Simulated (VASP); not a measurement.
# BaTiO3 (R3m) in VASP: a series of runs, part 2 of 3

VASP 6.6.1. Earlier steps stand in the parts before.

**3. Relaxation of shape and atoms at fixed volume, r2SCAN (a relaxed cell with its volume scaled by 0.98)**

INCAR

```
SYSTEM = BaTiO3
ALGO     = Normal         ! electronic algorithm
EDIFF    = 1E-7           ! SCF threshold, eV
EDIFFG   = -0.01          ! ionic threshold
ENCUT    = 600            ! plane-wave cutoff, eV
IBRION   = 2              ! ionic algorithm
ISIF     = 4              ! what is computed and relaxed
ISMEAR   = 0              ! smearing method
KPAR     = 2            
LASPH    = .TRUE.         ! aspherical terms in the spheres
LCHARG   = .FALSE.        ! write CHGCAR
LMIXTAU  = .TRUE.       
LREAL    = .FALSE.        ! projectors in reciprocal space
LWAVE    = .FALSE.        ! write WAVECAR
METAGGA  = R2SCAN         ! meta-GGA
NELM     = 80             ! most SCF steps
NSW      = 40             ! ionic steps
PREC     = Accurate       ! precision mode
SIGMA    = 0.03           ! smearing width, eV
```

KPOINTS

```
k-points
0
G
  9 9 7
  0 0 0
```

POSCAR

```
BaTiO3                                  
1.0
    2.8293061078      1.6335006429      2.3209537805
   -2.8293061078      1.6335006429      2.3209537805
    0.0000000000     -3.2670012859      2.3209537805
  Ba              Ti              O             
     1     1     3
Direct
     0.9975455690696762    0.9975455690696762    0.9975455690696762
     0.4843201647741750    0.4843201647741750    0.4843201647741750
     0.5092703481832136    0.5092703481832136    0.0187935697897123
     0.0187935697897123    0.5092703481832136    0.5092703481832136
     0.5092703481832136    0.0187935697897123    0.5092703481832136
```

Potentials or basis: VASP PAW PBE potentials, release 64 (Ba_sv, Ti_sv, O).

Launch:

```console
cat potpaw_PBE.64/Ba_sv/POTCAR potpaw_PBE.64/Ti_sv/POTCAR potpaw_PBE.64/O/POTCAR > POTCAR
mpirun -np 2 vasp_std > vasp.out
```

OUTCAR:

```text
SYSTEM = BaTiO3
   EDIFF = 1E-7
   EDIFFG = -0.01
   ENCUT = 600
   IBRION = 2
   ISIF = 4
   ISMEAR = 0
   LASPH = .TRUE.
   LREAL = .FALSE.
   METAGGA = R2SCAN
   NELM = 80
   NSW = 40
   PREC = Accurate

 ion  position               nearest neighbor table
   1  0.998  0.998  0.998-   3 2.77   4 2.77   5 2.77   4 2.83   5 2.83   5 2.83   4 2.83   3 2.83
                             3 2.83   3 2.91   4 2.91   5 2.91   2 3.39   2 3.44   2 3.44   2 3.44
   2  0.484  0.484  0.484-   4 1.87   5 1.87   3 1.87   5 2.15   4 2.15   3 2.15   1 3.39   1 3.44
                             1 3.44   1 3.44   1 3.50   1 3.50   1 3.50   1 3.57
   3  0.509  0.509  0.019-   2 1.87   2 2.15   1 2.77   1 2.83   1 2.83   1 2.91
   4  0.019  0.509  0.509-   2 1.87   2 2.15   1 2.77   1 2.83   1 2.83   1 2.91
   5  0.509  0.019  0.509-   2 1.87   2 2.15   1 2.77   1 2.83   1 2.83   1 2.91

  LATTYP: Found a trigonal (rhomboedric) cell.
 ALAT       =     4.0075084346
 COS(alpha) =     0.0031243688

  Lattice vectors:

 A1 = (   2.8293061078,   1.6335006429,   2.3209537805)
 A2 = (  -2.8293061078,   1.6335006429,   2.3209537805)
 A3 = (   0.0000000000,  -3.2670012859,   2.3209537805)

Analysis of symmetry for initial positions (statically):
=====================================================================
 Subroutine PRICEL returns:
 Original cell was already a primitive cell.

 Routine SETGRP: Setting up the symmetry group for a
 trigonal (rhombohedral) supercell.

[... 203 lines left out ...]
  -------------------------------------------------------------------------------------
  Total        1.4997848      1.4997848      1.4061069      0.0000000     -0.0000000      0.0000000
  in kB       37.3355479     37.3355479     35.0035363      0.0000000     -0.0000000      0.0000000
  external PRESSURE =      36.5582107 kB  Pullay stress =       0.0000000 kB
[... 182 lines left out ...]
--------------------------------------- Ionic step        6  -------------------------------------------

 number of electron      39.9999996 magnetization

 Free energy of the ion-electron system (eV)
  ---------------------------------------------------
  ext. energy  EPLUGINS =         0.00000000
  ---------------------------------------------------
  free energy    TOTEN  =       -74.26966249 eV

  energy without entropy =      -74.26966249  energy(sigma->0) =      -74.26966249

 E-fermi :   3.5427     XC(G=0): -11.8829

 val. band max:        3.4105472414   @ k =   0.4444   0.4444   0.4286
 cond. band min:       6.0832843895   @ k =   0.0000   0.0000   0.0000
 fundamental gap:      2.6727371481
 Fermi energy:         3.5427346157

 k-point     1 :       0.0000    0.0000    0.0000
  band No.  band energies     occupation
      1     -55.1531      2.00000
      2     -30.3434      2.00000
      3     -30.3434      2.00000
      4     -30.3430      2.00000
      5     -22.0137      2.00000
      6     -14.3498      2.00000
[... 637 lines left out ...]
     23       7.9252      0.00000
     24       8.7774      0.00000

 [... further k-points ...]
[... 5 lines left out ...]
  --------------------------------------------------------------------------------------
  -------------------------------------------------------------------------------------
  Total        0.9927154      0.9927154      1.0044795      0.0000000     -0.0000000      0.0000000
  in kB       24.7125946     24.7125946     25.0054510      0.0000000     -0.0000000      0.0000000
  external PRESSURE =      24.8102134 kB  Pullay stress =       0.0000000 kB
[... 20 lines left out ...]
  FREE ENERGIE OF THE ION-ELECTRON SYSTEM (eV)
  ---------------------------------------------------
  free  energy   TOTEN  =       -74.2696624879 eV

  energy  without entropy=      -74.2696624879  energy(sigma->0) =      -74.26966249

 reached required accuracy - stopping structural energy minimisation
```

OSZICAR:

```text
N       E                     dE             d eps       ncg     rms          rms(c)
DAV:   1     0.460543150423E+03    0.46054E+03   -0.23780E+04  7680   0.206E+03
DAV:   2    -0.394302887178E+02   -0.49997E+03   -0.49156E+03  9296   0.534E+02
DAV:   3    -0.941945011218E+02   -0.54764E+02   -0.53659E+02 11320   0.162E+02
DAV:   4    -0.967864597818E+02   -0.25920E+01   -0.25901E+01 11336   0.324E+01
[... 66 lines left out ...]
DAV:   4    -0.742696614576E+02    0.81524E-05   -0.30060E-05  9400   0.519E-02    0.520E-03
DAV:   5    -0.742696622119E+02   -0.75427E-06   -0.20661E-06  9080   0.147E-02    0.296E-03
DAV:   6    -0.742696618863E+02    0.32557E-06   -0.10850E-06  7976   0.112E-02    0.143E-03
DAV:   7    -0.742696624015E+02   -0.51524E-06   -0.82425E-07  7680   0.982E-03    0.511E-04
DAV:   8    -0.742696624879E+02   -0.86417E-07   -0.16990E-07  4216   0.501E-03
   6 F= -.74269662E+02 E0= -.74269662E+02  d E =-.604803E-04
```

CONTCAR:

```text
BaTiO3
   1.00000000000000
     2.8308742216945744    1.6344059938738176    2.3183831881260772
    -2.8308742216945744    1.6344059938738176    2.3183831881260772
     0.0000000000000000   -3.2688119878539701    2.3183831881304977
  Ba              Ti              O
     1     1     3
Direct
     0.9987768898887897    0.9987768898887897    0.9987768898887893
     0.4873514367096028    0.4873514367096028    0.4873514367096020
     0.5085529184242841    0.5085529184242841    0.0159658365530378
     0.0159658365530375    0.5085529184242839    0.5085529184242843
     0.5085529184242839    0.0159658365530375    0.5085529184242843

  0.00000000E+00  0.00000000E+00  0.00000000E+00
  0.00000000E+00  0.00000000E+00  0.00000000E+00
  0.00000000E+00  0.00000000E+00  0.00000000E+00
  0.00000000E+00  0.00000000E+00  0.00000000E+00
  0.00000000E+00  0.00000000E+00  0.00000000E+00
```

Run time: 9.2 min. Hardware: 2 MPI ranks of Intel Xeon 6975P-C (Granite Rapids), shared host; peak memory 0.43 GiB.

Results:

- Free energy: -74.2697 eV
- Energy gained by relaxing: 1.0 meV/atom
- Ionic steps: 6
- Pressure after relaxing: 2.5 GPa
- Largest force after relaxing: 0.005 eV/Å
- Band gap on the k mesh: 2.67 eV, indirect (least direct gap 2.99 eV)

Forces in eV/Å, atoms in the order of the input:
```
Ba   0.000  0.000  0.003
Ti   0.000  0.000 -0.005
O    0.000  0.005  0.001
O   -0.004 -0.002  0.001
O    0.004 -0.002  0.001
```

Step by step:
| step | energy change (eV) | largest force (eV/Å) | pressure (GPa) |
| --- | --- | --- | --- |
| 1 | 0.0000 | 0.2225 | 3.66 |
| 2 | -0.0039 | 0.0818 | 2.91 |
| 3 | -0.0042 | 0.0481 | 2.65 |
| 4 | -0.0046 | 0.0336 | 2.59 |
| 5 | -0.0047 | 0.0182 | 2.52 |
| 6 | -0.0048 | 0.0050 | 2.48 |

Final structure:
```
Ba Ti O
1.0
     2.83087    1.63441    2.31838
    -2.83087    1.63441    2.31838
     0.00000   -3.26881    2.31838
Ba Ti O
1 1 3
Direct
  0.99878 0.99878 0.99878
  0.48735 0.48735 0.48735
  0.50855 0.50855 0.01597
  0.01597 0.50855 0.50855
  0.50855 0.01597 0.50855
```

Levels at points of the mesh, in eV from the valence-band top:
| k point | band 17 | band 18 | band 19 | band 20 | band 21 | band 22 | band 23 | band 24 |
| --- | --- | --- | --- | --- | --- | --- | --- | --- |
| (0.00, 0.00, 0.00) | -1.06 | -0.41 | -0.32 | -0.32 | 2.67 | 2.67 | 2.78 | 4.68 |

Caveat: the PAW data sets were made with another functional, which shifts forces and pressure a little; spin-orbit coupling is left out, which moves the levels of the heavy elements; an odd mesh through Γ misses points on the zone boundary, where band edges often lie.

(Continued in part 3 of 3.)
